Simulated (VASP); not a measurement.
Write the native input for VASP 6.6.1 that does the following.

* Task: Born charges and dielectric tensor
* Functional: LDA
* Potentials or basis: VASP PAW LDA potentials, release 64 (Cd, S)
* Cutoff: 600 eV
* k mesh: 4 × 4 × 4
* Occupations: gaussian, width 0.02 eV
* Spin: no spin polarisation
* Further INCAR settings: ALGO = Normal; EDIFF = 1e-08; IBRION = 8; NSW = 1

The structure of CdS lies in POSCAR:

```
CdS
1.0
    0.0000000000      2.8855000000      2.8855000000
    2.8855000000      0.0000000000      2.8855000000
    2.8855000000      2.8855000000      0.0000000000
Cd S
1 1
Direct
    0.0000000000      0.0000000000      0.0000000000
    0.7500000000      0.7500000000      0.7500000000
```

The cell is a database's computed one.

One way to write it, as run:

INCAR

```
ALGO     = Normal         # electronic algorithm
EDIFF    = 1E-8           # SCF threshold, eV
ENCUT    = 600            # plane-wave cutoff, eV
GGA      = CA             # functional
IBRION   = 8              # ionic algorithm
ISIF     = 2              # what is computed and relaxed
ISMEAR   = 0              # smearing method
LASPH    = True           # aspherical terms in the spheres
LCHARG   = False          # write CHGCAR
LEPSILON = True           # dielectric tensor by DFPT
LREAL    = False          # projectors in reciprocal space
LWAVE    = False          # write WAVECAR
NELM     = 80             # most SCF steps
NSW      = 1              # ionic steps
PREC     = Accurate       # precision mode
SIGMA    = 0.02           # smearing width, eV
```

KPOINTS

```
k-points
0
Gamma
  4 4 4
```

Potentials or basis: VASP PAW LDA potentials, release 64 (Cd, S).

Command:

```sh
$ cat potpaw_LDA.64/Cd/POTCAR potpaw_LDA.64/S/POTCAR > POTCAR
$ mpirun -np 1 vasp_std > vasp.out
```

Results of the run:

```
Band gap on the k mesh                                  : 0.94 eV, direct
Electronic dielectric tensor (diagonal)                 : 15.58
Born charges (mean of the diagonal)                     : Cd +2.81; S -2.81 e
Highest phonon frequency at Γ, LO-TO splitting left out : 245 cm⁻¹
```

Caveat: the k mesh is coarse (spacing up to 0.47 Å⁻¹), so the values aren't converged.

It took 2.7 min on 1 thread of Intel(R) Xeon(R) Platinum 8259CL CPU @ 2.50GHz (Skylake/Cascade Lake) (shared host), peak memory 0.23 GiB.
